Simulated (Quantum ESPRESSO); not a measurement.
Set up this calculation in Quantum ESPRESSO 7.5, as an ASE script.

```
Task                : relaxation of cell and atoms
Functional          : PBEsol
Potentials or basis : PseudoDojo 0.4.1 SR PBE standard
Cutoff              : 544 eV
Density cutoff      : 2177 eV
k mesh              : 11 × 11 × 11
Occupations         : fermi-dirac, width 0.05 eV
Spin                : no spin polarisation
ASE optimiser       : BFGS
Mixing beta         : 0.5
Most SCF iterations : 120
SCF threshold       : 2e-10 Ry
```

The structure of Al lies in Al.cif:

```cif
data_Al
_cell_length_a 4.04961000
_cell_length_b 4.04961000
_cell_length_c 4.04961000
_cell_angle_alpha 90.00000000
_cell_angle_beta 90.00000000
_cell_angle_gamma 90.00000000
_space_group_name_H-M_alt 'Fm-3m'
_space_group_name_Hall '-F 4 2 3'
_space_group_IT_number 225
loop_
_space_group_symop_operation_xyz
'x,y,z'
'-x,-y,-z'
'-y,x,z'
'y,-x,-z'
'-x,-y,z'
'x,y,-z'
'y,-x,z'
'-y,x,-z'
'x,-y,-z'
'-x,y,z'
'-y,-x,-z'
'y,x,z'
'-x,y,-z'
'x,-y,z'
'y,x,-z'
'-y,-x,z'
'z,x,y'
'-z,-x,-y'
'z,-y,x'
'-z,y,-x'
'z,-x,-y'
'-z,x,y'
'z,y,-x'
'-z,-y,x'
'-z,x,-y'
'z,-x,y'
'-z,-y,-x'
'z,y,x'
'-z,-x,y'
'z,x,-y'
'-z,y,x'
'z,-y,-x'
'y,z,x'
'-y,-z,-x'
'x,z,-y'
'-x,-z,y'
'-y,z,-x'
'y,-z,x'
'-x,z,y'
'x,-z,-y'
'-y,-z,x'
'y,z,-x'
'-x,-z,-y'
'x,z,y'
'y,-z,-x'
'-y,z,x'
'x,-z,y'
'-x,z,-y'
'x,y+1/2,z+1/2'
'-x,-y+1/2,-z+1/2'
'-y,x+1/2,z+1/2'
'y,-x+1/2,-z+1/2'
'-x,-y+1/2,z+1/2'
'x,y+1/2,-z+1/2'
'y,-x+1/2,z+1/2'
'-y,x+1/2,-z+1/2'
'x,-y+1/2,-z+1/2'
'-x,y+1/2,z+1/2'
'-y,-x+1/2,-z+1/2'
'y,x+1/2,z+1/2'
'-x,y+1/2,-z+1/2'
'x,-y+1/2,z+1/2'
'y,x+1/2,-z+1/2'
'-y,-x+1/2,z+1/2'
'z,x+1/2,y+1/2'
'-z,-x+1/2,-y+1/2'
'z,-y+1/2,x+1/2'
'-z,y+1/2,-x+1/2'
'z,-x+1/2,-y+1/2'
'-z,x+1/2,y+1/2'
'z,y+1/2,-x+1/2'
'-z,-y+1/2,x+1/2'
'-z,x+1/2,-y+1/2'
'z,-x+1/2,y+1/2'
'-z,-y+1/2,-x+1/2'
'z,y+1/2,x+1/2'
'-z,-x+1/2,y+1/2'
'z,x+1/2,-y+1/2'
'-z,y+1/2,x+1/2'
'z,-y+1/2,-x+1/2'
'y,z+1/2,x+1/2'
'-y,-z+1/2,-x+1/2'
'x,z+1/2,-y+1/2'
'-x,-z+1/2,y+1/2'
'-y,z+1/2,-x+1/2'
'y,-z+1/2,x+1/2'
'-x,z+1/2,y+1/2'
'x,-z+1/2,-y+1/2'
'-y,-z+1/2,x+1/2'
'y,z+1/2,-x+1/2'
'-x,-z+1/2,-y+1/2'
'x,z+1/2,y+1/2'
'y,-z+1/2,-x+1/2'
'-y,z+1/2,x+1/2'
'x,-z+1/2,y+1/2'
'-x,z+1/2,-y+1/2'
'x+1/2,y,z+1/2'
'-x+1/2,-y,-z+1/2'
'-y+1/2,x,z+1/2'
'y+1/2,-x,-z+1/2'
'-x+1/2,-y,z+1/2'
'x+1/2,y,-z+1/2'
'y+1/2,-x,z+1/2'
'-y+1/2,x,-z+1/2'
'x+1/2,-y,-z+1/2'
'-x+1/2,y,z+1/2'
'-y+1/2,-x,-z+1/2'
'y+1/2,x,z+1/2'
'-x+1/2,y,-z+1/2'
'x+1/2,-y,z+1/2'
'y+1/2,x,-z+1/2'
'-y+1/2,-x,z+1/2'
'z+1/2,x,y+1/2'
'-z+1/2,-x,-y+1/2'
'z+1/2,-y,x+1/2'
'-z+1/2,y,-x+1/2'
'z+1/2,-x,-y+1/2'
'-z+1/2,x,y+1/2'
'z+1/2,y,-x+1/2'
'-z+1/2,-y,x+1/2'
'-z+1/2,x,-y+1/2'
'z+1/2,-x,y+1/2'
'-z+1/2,-y,-x+1/2'
'z+1/2,y,x+1/2'
'-z+1/2,-x,y+1/2'
'z+1/2,x,-y+1/2'
'-z+1/2,y,x+1/2'
'z+1/2,-y,-x+1/2'
'y+1/2,z,x+1/2'
'-y+1/2,-z,-x+1/2'
'x+1/2,z,-y+1/2'
'-x+1/2,-z,y+1/2'
'-y+1/2,z,-x+1/2'
'y+1/2,-z,x+1/2'
'-x+1/2,z,y+1/2'
'x+1/2,-z,-y+1/2'
'-y+1/2,-z,x+1/2'
'y+1/2,z,-x+1/2'
'-x+1/2,-z,-y+1/2'
'x+1/2,z,y+1/2'
'y+1/2,-z,-x+1/2'
'-y+1/2,z,x+1/2'
'x+1/2,-z,y+1/2'
'-x+1/2,z,-y+1/2'
'x+1/2,y+1/2,z'
'-x+1/2,-y+1/2,-z'
'-y+1/2,x+1/2,z'
'y+1/2,-x+1/2,-z'
'-x+1/2,-y+1/2,z'
'x+1/2,y+1/2,-z'
'y+1/2,-x+1/2,z'
'-y+1/2,x+1/2,-z'
'x+1/2,-y+1/2,-z'
'-x+1/2,y+1/2,z'
'-y+1/2,-x+1/2,-z'
'y+1/2,x+1/2,z'
'-x+1/2,y+1/2,-z'
'x+1/2,-y+1/2,z'
'y+1/2,x+1/2,-z'
'-y+1/2,-x+1/2,z'
'z+1/2,x+1/2,y'
'-z+1/2,-x+1/2,-y'
'z+1/2,-y+1/2,x'
'-z+1/2,y+1/2,-x'
'z+1/2,-x+1/2,-y'
'-z+1/2,x+1/2,y'
'z+1/2,y+1/2,-x'
'-z+1/2,-y+1/2,x'
'-z+1/2,x+1/2,-y'
'z+1/2,-x+1/2,y'
'-z+1/2,-y+1/2,-x'
'z+1/2,y+1/2,x'
'-z+1/2,-x+1/2,y'
'z+1/2,x+1/2,-y'
'-z+1/2,y+1/2,x'
'z+1/2,-y+1/2,-x'
'y+1/2,z+1/2,x'
'-y+1/2,-z+1/2,-x'
'x+1/2,z+1/2,-y'
'-x+1/2,-z+1/2,y'
'-y+1/2,z+1/2,-x'
'y+1/2,-z+1/2,x'
'-x+1/2,z+1/2,y'
'x+1/2,-z+1/2,-y'
'-y+1/2,-z+1/2,x'
'y+1/2,z+1/2,-x'
'-x+1/2,-z+1/2,-y'
'x+1/2,z+1/2,y'
'y+1/2,-z+1/2,-x'
'-y+1/2,z+1/2,x'
'x+1/2,-z+1/2,y'
'-x+1/2,z+1/2,-y'
loop_
_atom_site_label
_atom_site_type_symbol
_atom_site_symmetry_multiplicity
_atom_site_Wyckoff_symbol
_atom_site_fract_x
_atom_site_fract_y
_atom_site_fract_z
_atom_site_occupancy
Al1 Al 4 a 0.0000000000 0.0000000000 0.0000000000 1
```

The input as run:

run.py

```python
import numpy as np
from ase.calculators.espresso import Espresso, EspressoProfile
import spglib
from ase import Atoms
from ase.io import read

atoms = read('Al.cif')
cell, pos, num = spglib.standardize_cell((atoms.cell[:], atoms.get_scaled_positions(), atoms.numbers), to_primitive=True, symprec=1e-4)
atoms = Atoms(numbers=num, cell=cell, scaled_positions=pos, pbc=True)

input_data = {
    'control': {'calculation': 'scf', 'prefix': 'pwscf', 'outdir': './tmp', 'tprnfor': True, 'tstress': True, 'disk_io': 'low'},
    'system': {'ecutwfc': 40.0, 'nbnd': 6, 'input_dft': 'pbesol', 'occupations': 'smearing', 'smearing': 'fd', 'degauss': 0.00367493},
    'electrons': {'conv_thr': 2e-10, 'electron_maxstep': 120, 'mixing_beta': 0.5},
}
pseudopotentials = {'Al': 'Al.upf'}
profile = EspressoProfile(command='pw.x', pseudo_dir='pseudo')
dft = Espresso(profile=profile, input_data=input_data, pseudopotentials=pseudopotentials, kpts=(11, 11, 11), koffset=(0, 0, 0))
atoms.calc = dft

from ase.optimize import BFGS
from ase.filters import FrechetCellFilter
done = BFGS(FrechetCellFilter(atoms), trajectory='opt.traj').run(fmax=0.02, steps=30)
print('converged', done)
print('cell (A)', np.round(atoms.cell.cellpar(), 5))
print(f'energy {atoms.get_potential_energy():.8f} eV')
print('forces (eV/A)')
print(np.round(atoms.get_forces(), 6))
print('stress (eV/A^3, Voigt)')
print(np.round(atoms.get_stress(), 8))
print(f'Fermi level {dft.get_fermi_level():.4f} eV')
```

Potentials or basis: PseudoDojo 0.4.1 SR PBE standard.

The run is started by

```bash
$ OMP_NUM_THREADS=1 python run.py
```

Results of the run:

The relaxed volume is 16.29 Å³/atom. The relaxed cell is a = 2.846 Å, b = 2.846 Å, c = 2.846 Å, α = 60.00°, β = 60.00°, γ = 60.00° and the space group after relaxing (to 0.05 Å) is Fm-3m (No. 225). The energy gained by relaxing is 1.4 meV/atom. The ionic steps are 3 and the pressure after relaxing is 0.0 GPa. The band gap on the k mesh is none (metal or under the smearing width).

Caveat: the potentials were made for another functional, which shifts forces and pressure.

Wall time 8.4 s on 1 thread of Arm Neoverse V1, with other jobs on the host, peak memory 0.09 GiB.
